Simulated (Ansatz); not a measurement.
**InH: a trial structure relaxed**

Aim: relax a trial structure of InH and see where it ends.

Method: DFT PBE, scalar-relativistic, plane waves, PAW, in Ansatz 0.2.0.

## Step 1: Starting point

It takes space group Fm-3m (No. 225, cubic). Conventional cell: a = 5.070 Å, b = 5.070 Å, c = 5.070 Å, α = 90.00°, β = 90.00°, γ = 90.00°. In (site symmetry m-3m) is surrounded by 6 H at 2.54 Å. H (site symmetry m-3m) is surrounded by 6 In at 2.54 Å.

As a file:

```
In H
1.0
     0.00000    2.53515    2.53515
     2.53515    0.00000    2.53515
     2.53515    2.53515    0.00000
In H
1 1
Cartesian
  2.5352 2.5352 2.5352
  0.0000 0.0000 0.0000
```

Recipe of the guess: random cell by space group and Wyckoff sites (Fm-3m, No. 225). Its size is a rough estimate.

## Step 2: A first look at the guess

input.yaml reads:

```yaml
crystal:
  lattice:
    - [0.0, 2.53515336, 2.53515336]
    - [2.53515336, 0.0, 2.53515336]
    - [2.53515336, 2.53515336, 0.0]
  atoms:
    - { symbol: In, position: [0.5, 0.5, 0.5] }
    - { symbol: H, position: [0.0, 0.0, 0.0] }
basis:
  ecutwfc: 420
kpoints:
  mp_grid: { grid: [6, 6, 6] }
hamiltonian:
  xc: pbe
scf:
  occupations: { method: gaussian, width: 0.1 }
  lower_state_search: "off"
output:
  forces: true
  stress: true
  eigenvalues: true
```

Started as:

```
$ ansatz run input.yaml --threads 1 --pin off --max-ram 2560MiB --backend cpu --events-out ev --progress --plain --runs-dir out
```

What it wrote:

```text
[... 32 lines left out ...]
SCF 1 converged in 6 iterations: F = -5612.723897 eV  dr2 = 4.53e-10
SCF converged after 6 iterations
Free energy (F): -5612.723897 eV
Harris-Foulkes:  -5612.723897 eV  (|F-HF|=1.00e-10)
Internal energy: -5612.713066 eV  (E = F + TS)
E sigma→0 (E₀):  -5612.718482 eV
Entropy (-TS):   -0.010831 eV (-5.416 meV/atom)
Fermi energy:    7.941699 eV
--- Per-component energies (eV) ---
  E_band       = -46.458056
  E_kinetic    = 252.267330
  E_local      = -1161.283111  (includes V_loc(G=0)·N_el)
  E_nonlocal   = 367.450815
  E_hartree    = 451.885467
  E_xc         = -224.233337
  E_vxc        = -110.519712  (∫ρ·V_xc dr)
  E_paw        = -4151.782647  (= ΣΔE_a)
  E_vpaw       = -298.144011  (= ΣTr[D̂ρ^β])
  E_aug_tail   = -0.000979  (compensation charges beyond the density's cutoff)
  E_ewald      = -1147.016603
  E_smearing   = -0.010831  (= −TS)
  E_closure    = -0.000000  (closes the sum)
  Σ components = -5612.723897   (vs F -5612.723897, Δ=0.00e0)
--- Forces (eV/Å), atoms counted from 1 ---
  atom   1  In     0.00000000    -0.00000000    -0.00000000
  atom   2  H     -0.00000000    -0.00000000    -0.00000000
  max |Σ_I F_I| component: 5.23e-29 eV/Å
--- Stress (GPa, compression-positive) ---
       -0.984850      -0.000000      -0.000000
       -0.000000      -0.984850      -0.000000
        0.000000       0.000000      -0.984850
  P = ⅓ Tr σ = -0.9849 GPa (-9.849 kbar)
--- Band table (eV; the first three rows and the last of 16) ---
  k-point 0: bands = ["-6.3677", "-6.3677", "-6.3677", "-6.2692", "-6.2692", "-1.4465", "11.4424", "16.0738", "16.0738", "16.0738", "19.0099"]
  k-point 1: bands = ["-6.3699", "-6.3480", "-6.3480", "-6.2673", "-6.2673", "-0.9425", "9.8911", "14.3283", "15.6059", "15.6059", "18.7746"]
  k-point 2: bands = ["-6.3800", "-6.3518", "-6.3518", "-6.2189", "-6.2189", "0.5716", "6.4781", "12.8913", "15.0350", "15.0350", "18.7251"]
  k-point 15: bands = ["-6.4323", "-6.4062", "-6.2482", "-6.2252", "-6.1628", "4.3233", "6.3633", "6.8610", "8.9773", "14.2140", "17.8549"]
```

Wall time 0.63 s (1 thread of Arm Neoverse V1, shared host); peak memory 0.26 GiB.

From the probe: pressure -1.0 GPa, largest force 0.00 eV/Å, gap on this mesh none (metal). A cheap, loose relaxation comes first.

## Step 3: Coarse relaxation

input.yaml, as its differences from that of step 2:

```diff
@@ -21 +21,6 @@
   eigenvalues: true
+relax:
+  adjacent_minimum: "off"
+  f_tol: 0.04
+  max_steps: 70
+  cell: { stress_tol: 0.4 }
```

Started as:

```
$ ansatz run input.yaml --threads 1 --pin off --max-ram 2560MiB --backend cpu --events-out ev --progress --plain --runs-dir out
```

What it wrote:

```text
Warning: RAYON_NUM_THREADS=1 ignored (pool sized by the plan → 1); use --threads N
Engine: ansatz 0.2.0, aarch64-unknown-linux-gnu
Pseudopotentials: kind: paw
Pseudopotential: In, paw, valence charge 13, recommended cutoff 420 eV (normal), In.paw.azcp
Pseudopotential: H, paw, valence charge 1, recommended cutoff 420 eV (normal), H.paw.azcp
Functional definition: PBE
  parameter kappa = 0.804
  parameter beta = 0.06672455060314922
  exchange = pbe_x(kappa = kappa, mu = beta*pi^2/3)
  correlation = pbe_c(beta = beta)
Crystal: 2 atoms, lattice volume = 32.587 Å³
Basis set: ecut = 420 eV, 609 PW (Γ), exchange–correlation on 48×48×48 points (8 copies of the dense FFT grid, shifted against one another)
Bands: 11, of which v1, the nominal top of the filled ones, is band 7 counted from 1 (6 counted from 0)
Symmetry: 48 space group operations
Space group: Fm-3m (ITA 225), of the structure as read, at distance tolerance 3.2e-5 Å
k-points: 16 of 216
Non-local potential: In, projectors of the file, l = 0: 2, l = 1: 2, l = 2: 2, l = 3: 2
Non-local potential: H, projectors of the file, l = 0: 2, l = 1: 1
PAW form: soft (Blöchl's): semilocal exchange-correlation on the pseudo side does not see the compensation charge
PAW one-centre angular grid: In, 590 points (default); XC on 64 Gauss nodes
PAW one-centre angular grid: H, 110 points (default); XC on 64 Gauss nodes
Initial density: superposition of atomic densities (neutral atoms: chi_scale 0, normalization atom), corrected by the library's trained network
Initial wavefunctions: pseudopotential atomic-orbital guess
Functional: x = pbe(κ = 0.804, μ = 0.2195149727645171), c = pbe(β = 0.06672455060314922)
SCF iter   1: F=—  HF=-5612.728474 eV  |F-HF|=—  |Δ(HF+E_count)|=         —  Δρ=6.53e-3  dr2=1.58e-2  ethr=1.77e-3  ⟨swp⟩=4.8  Hψ=1024  notcnv=0
preconditioner: auto → none  [insulator: Δε(μ)=0.564 eV  Ē_g=17.106 eV  σ=0.100 eV  W_gap=0.64  n_scr=8 (ndim 8)  ℏωp=24.3 eV  f_vac=0.000  D(μ)=2.20/eV (n_scr^D=14)  ε∞_Penn≈3.0]
SCF iter   2: F=—  HF=-5612.723932 eV  |F-HF|=—  |Δ(HF+E_count)|=   4.54e-3  Δρ=7.50e-4  dr2=2.69e-4  ethr=1.13e-4  ⟨swp⟩=1.1  Hψ=305  notcnv=0
SCF iter   3: F=—  HF=-5612.723880 eV  |F-HF|=—  |Δ(HF+E_count)|=   5.22e-5  Δρ=3.92e-4  dr2=3.54e-5  ethr=1.92e-6  ⟨swp⟩=2.1  Hψ=267  notcnv=0
SCF iter   4: F=—  HF=-5612.723895 eV  |F-HF|=—  |Δ(HF+E_count)|=   1.48e-5  Δρ=1.27e-4  dr2=5.08e-6  ethr=2.53e-7  ⟨swp⟩=1.0  Hψ=171  notcnv=0
iter 5 did not close the SCF: its close was put off for the readings that it lacked (scf_convergence_deferred on its scf_iter line)
SCF iter   5: F=-5612.723897 eV  HF=-5612.723897 eV  |F-HF|=3.68e-8  |Δ(HF+E_count)|=   2.41e-6  Δρ=1.55e-5  dr2=6.39e-8  ethr=3.63e-8  ⟨swp⟩=2.0  Hψ=280  notcnv=0
SCF iter   6: F=-5612.723897 eV  HF=-5612.723897 eV  |F-HF|=1.03e-10  |Δ(HF+E_count)|=   3.98e-8  Δρ=1.25e-6  dr2=4.57e-10  ethr=4.57e-10  ⟨swp⟩=4.8  Hψ=782  notcnv=0
SCF 1 converged in 6 iterations: F = -5612.723897 eV  dr2 = 4.57e-10
relax step   1: F+E_penalty+E_count = -5612.72389722 eV  Δ(F+E_penalty+E_count) = +0.000e0 eV  max|allowed force component| = 1.942e-28 eV/Å  Δτ_max = 0.0000 Å  P = -0.985 GPa  Ω = 32.587 Å³  (6 SCF iters, dr2 threshold 1.00e-7 eV, accepted)
Crystal: 2 atoms, lattice volume = 31.344 Å³
Initial density: handed on by an earlier stage of this run
Initial wavefunctions: those handed on with the density
iter 1 solved again at ethr=1.43e-6 eV; its pass at ethr=3.10e-3 eV (dr2=2.00e-4 eV) is discarded
SCF iter   1: F=—  HF=-5612.727761 eV  |F-HF|=—  |Δ(HF+E_count)|=         —  Δρ=6.66e-4  dr2=2.20e-4  ethr=1.43e-6  ⟨swp⟩=1.9  Hψ=1403  notcnv=0
preconditioner: auto → none  [insulator: Δε(μ)=0.577 eV  Ē_g=17.255 eV  σ=0.100 eV  W_gap=0.64  n_scr=8 (ndim 8)  ℏωp=24.8 eV  f_vac=0.000  D(μ)=2.21/eV (n_scr^D=26)  ε∞_Penn≈3.1]
SCF iter   2: F=—  HF=-5612.727688 eV  |F-HF|=—  |Δ(HF+E_count)|=   7.32e-5  Δρ=4.38e-4  dr2=3.36e-5  ethr=1.43e-6  ⟨swp⟩=2.1  Hψ=285  notcnv=0
SCF iter   3: F=—  HF=-5612.727692 eV  |F-HF|=—  |Δ(HF+E_count)|=   3.90e-6  Δρ=1.69e-4  dr2=4.95e-6  ethr=2.40e-7  ⟨swp⟩=1.0  Hψ=176  notcnv=0
SCF iter   4: F=-5612.727693 eV  HF=-5612.727693 eV  |F-HF|=6.10e-8  |Δ(HF+E_count)|=   8.51e-7  Δρ=1.82e-5  dr2=1.17e-7  ethr=1.43e-9  ⟨swp⟩=4.9  Hψ=974  notcnv=0
SCF 2 converged in 4 iterations: F = -5612.727693 eV  dr2 = 1.17e-7
relax step   2: F+E_penalty+E_count = -5612.72769279 eV  Δ(F+E_penalty+E_count) = -3.796e-3 eV  max|allowed force component| = 2.428e-29 eV/Å  Δτ_max = 0.0000 Å  P = +0.234 GPa  Ω = 31.344 Å³  energy of the carried Pulay correction = +6.435e-4 eV  (4 SCF iters, dr2 threshold 2.00e-7 eV, accepted)
Initial wavefunctions: pseudopotential atomic-orbital guess (no wavefunctions were taken with the density)
iter 1 solved again at ethr=7.70e-8 eV; its pass at ethr=3.10e-3 eV (dr2=1.08e-5 eV) is discarded
SCF iter   1: F=—  HF=-5612.727109 eV  |F-HF|=—  |Δ(HF+E_count)|=         —  Δρ=8.93e-5  dr2=6.08e-7  ethr=7.70e-8  ⟨swp⟩=3.0  Hψ=1460  notcnv=0
preconditioner: auto → none  [insulator: Δε(μ)=0.578 eV  Ē_g=17.273 eV  σ=0.100 eV  W_gap=0.63  n_scr=8 (ndim 8)  ℏωp=24.8 eV  f_vac=0.000  D(μ)=2.20/eV (n_scr^D=26)  ε∞_Penn≈3.1]
SCF iter   2: F=—  HF=-5612.727109 eV  |F-HF|=—  |Δ(HF+E_count)|=   3.33e-7  Δρ=3.81e-5  dr2=7.47e-8  ethr=4.34e-9  ⟨swp⟩=2.8  Hψ=294  notcnv=0
SCF iter   3: F=—  HF=-5612.727109 eV  |F-HF|=—  |Δ(HF+E_count)|=   2.23e-7  Δρ=1.43e-5  dr2=1.06e-8  ethr=5.34e-10  ⟨swp⟩=2.1  Hψ=211  notcnv=0
SCF iter   4: F=-5612.727109 eV  HF=-5612.727109 eV  |F-HF|=3.71e-10  |Δ(HF+E_count)|=   3.60e-8  Δρ=1.20e-6  dr2=1.03e-10  ethr=9.14e-12  ⟨swp⟩=3.6  Hψ=794  notcnv=0
SCF 3 converged in 4 iterations: F = -5612.727109 eV  dr2 = 1.03e-10
relax step   3: F+E_penalty+E_count = -5612.72710904 eV  Δ(F+E_penalty+E_count) = +5.837e-4 eV  max|allowed force component| = 1.797e-29 eV/Å  Δτ_max = 0.0000 Å  P = +0.226 GPa  Ω = 31.344 Å³  stress off target by 2.26e-1 GPa  SCF on the basis re-selected at this cell (its energy is not comparable with the rows above)  (4 SCF iters)
basis re-selected at this cell: Δ(F+E_penalty+E_count) = +5.837e-4 eV, ΔP = -0.009 GPa vs the last step (what re-selecting the basis moved, of the pressure what is left beyond the Pulay correction that the steps carried, after the strain that the cell walked since its last selection, with what the two solves' SCF thresholds leave and, on support functions, any second-order correction that the steps lacked; it is no measure of the basis error at this ecutwfc). This SCF's stress stands 2.26e-1 GPa from its target on what of the cell is left free (relax.cell.stress_tol is 4.00e-1 GPa) and its largest allowed force component is 1.80e-29 eV/Å (relax.f_tol is 4.00e-2 eV/Å): within both
SCF converged after 4 iterations
Free energy (F): -5612.727109 eV
Harris-Foulkes:  -5612.727109 eV  (|F-HF|=3.71e-10)
Internal energy: -5612.716111 eV  (E = F + TS)
E sigma→0 (E₀):  -5612.721610 eV
Entropy (-TS):   -0.010998 eV (-5.499 meV/atom)
Fermi energy:    8.432849 eV
--- Per-component energies (eV) ---
  E_band       = -40.264131
  E_kinetic    = 252.785981
  E_local      = -1137.963970  (includes V_loc(G=0)·N_el)
  E_nonlocal   = 367.506751
  E_hartree    = 443.308513
  E_xc         = -224.435486
  E_vxc        = -110.816719  (∫ρ·V_xc dr)
  E_paw        = -4151.939902  (= ΣΔE_a)
  E_vpaw       = -298.392258  (= ΣTr[D̂ρ^β])
  E_aug_tail   = -0.000941  (compensation charges beyond the density's cutoff)
  E_ewald      = -1161.977057
  E_smearing   = -0.010998  (= −TS)
  E_closure    = -0.000000  (closes the sum)
  Σ components = -5612.727109   (vs F -5612.727109, Δ=0.00e0)
--- Forces (eV/Å), atoms counted from 1 ---
  atom   1  In     0.00000000    -0.00000000     0.00000000
  atom   2  H     -0.00000000     0.00000000     0.00000000
  max |Σ_I F_I| component: 3.56e-29 eV/Å
--- Stress (GPa, compression-positive) ---
        0.225653       0.000000       0.000000
       -0.000000       0.225653      -0.000000
        0.000000       0.000000       0.225653
  P = ⅓ Tr σ = 0.2257 GPa (2.257 kbar)
--- Band table (eV; the first three rows and the last of 16) ---
  k-point 0: bands = ["-5.9063", "-5.9063", "-5.9063", "-5.7978", "-5.7978", "-1.2551", "12.0968", "16.8018", "16.8018", "16.8018", "19.5636"]
  k-point 1: bands = ["-5.9095", "-5.8844", "-5.8844", "-5.7957", "-5.7957", "-0.7362", "10.4764", "14.9702", "16.3182", "16.3182", "19.4401"]
  k-point 2: bands = ["-5.9230", "-5.8899", "-5.8899", "-5.7409", "-5.7409", "0.8222", "6.9457", "13.4657", "15.7339", "15.7339", "19.4041"]
  k-point 15: bands = ["-5.9868", "-5.9513", "-5.7737", "-5.7493", "-5.6771", "4.7158", "6.8993", "7.2342", "9.4252", "14.8943", "18.5016"]
--- Relaxed structure (2 steps of the walk, 2 accepted, 1 SCFs on fresh bases) ---
  F+E_penalty+E_count = -5612.72710904 eV   max|allowed force component| = 1.797e-29 eV/Å   (the final SCF, on the basis selected at the relaxed cell)
  cell:  # Å, volume = 31.3443 Å³
    - [-4.1437643417944265e-35, 2.5025132611384975, 2.5025132611384975]
    - [2.5025132611384975, 1.5286116098686765e-34, 2.5025132611384975]
    - [2.5025132611384975, 2.5025132611384975, -3.981136857206356e-34]
  atoms:
    - { symbol: In, position: [0.5, 0.5, 0.5] }
    - { symbol: H, position: [5.064598128525672e-35, -1.7726093449839854e-34, -1.7726093449839854e-34] }
```

Run time: 1.8 s. Hardware: 1 thread of Arm Neoverse V1, shared host; peak memory 0.27 GiB.

Relaxation path:

| step | E - E(step 1) (eV/cell) | largest force component (eV/Å) | pressure (GPa) | volume (Å³) |
| --- | --- | --- | --- | --- |
| 1 | 0.0000 | 0.0000 | -0.98 | 32.59 |
| 2 | -0.0038 | 0.0000 | 0.23 | 31.34 |
| 3 | -0.0032 | 0.0000 | 0.23 | 31.34 |

Step 1 is the start. Step 3 repeats the geometry before it on a plane-wave basis chosen anew for that cell, so its energy need not be comparable with the rows above.

Lengths and angles in the start's conventional setting:

|  | before | after | change |
| --- | --- | --- | --- |
| a (Å) | 5.070 | 5.005 | -1.3 % |
| b (Å) | 5.070 | 5.005 | -1.3 % |
| c (Å) | 5.070 | 5.005 | -1.3 % |
| volume (Å³/atom) | 16.29 | 15.67 | -3.8 % |
| shortest distance (Å) | 2.535 | 2.503 | -1.3 % |
| space group (0.01 Å) | Fm-3m | Fm-3m | same |

Forces and stress were held to the start's 48 operations: a distortion of lower symmetry was not tested.

[end of part 1 of 2]
